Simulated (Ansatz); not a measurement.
Take a crystal in which Zn has been replaced by Co on all its sites, with the cell rescaled by a rough guess (in some cases also distorted within its space group) and nothing relaxed:

```
Co
1.0
    -1.54603    1.54603    1.54603
     1.54603   -1.54603    1.54603
     1.54603    1.54603   -1.54603
Co
1
Direct
  0.00000 0.00000 0.00000
```

Level of theory: DFT PBEsol, scalar-relativistic, plane waves, PAW in Ansatz.

Plane waves to 420 eV, a k mesh through Γ of 18×18×18 on the computed 1-atom cell and Gaussian smearing (0.10 eV); collinear spin from starting moments 2.1 μB.

Task: What pressure does the cell carry?

Result: The pressure is -35.5 GPa (positive in compression), so the cell would contract.

Task: Is it a metal on this mesh?

Result: Yes, a band crosses the Fermi level.

Task: What moments result?

Result: Co1 1.99 μB.

This bcc form isn't the element's structure at ambient conditions.

Cost: 1 run of about 0.074 core-minutes, on Intel Xeon 6975P-C (Granite Rapids) (shared hosts).